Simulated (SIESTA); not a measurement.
# Pd in SIESTA: the effect of strain zz

Crystal: Pd.

```
Pd
1.0
     0.00000    1.94650    1.86864
     1.94650    0.00000    1.86864
     1.94650    1.94650    0.00000
Pd
1
Direct
  0.00000 0.00000 0.00000
```

The cell isn't the ideal one: cell strained along z.

Alike in all runs:

- Program: SIESTA 5.4.2
- Task: band structure
- Functional: PBE
- Potentials or basis: PseudoDojo 0.4 standard (PBE files)
- Basis: DZP (energy shift 0.003 Ry; two zetas on semicore shells)
- Grid cutoff: 800 Ry
- Energy shift: 0.003 Ry
- k mesh: 12 × 12 × 12
- Occupations: fermi-dirac, width 0.05 eV
- Spin: no spin polarisation

| strain zz | pressure (GPa) |
| --- | --- |
| -0.04 | 16.8 |
| -0.02 | 11.9 |
| -0.01 | 9.6 |
| 0 | ? |
| 0.01 | 5.5 |
| 0.02 | 3.8 |
| 0.04 | 0.6 |

What does the run with strain zz 0 give?

Pressure 7.4 GPa.

Worked out: A parabola through the other rows of the pressure, of slope -203 GPa per unit of strain zz there, gives 7.5 GPa, against the run's 7.4.

Caveats: the basis of atomic orbitals isn't converged, which shifts pressures, moduli and gaps.
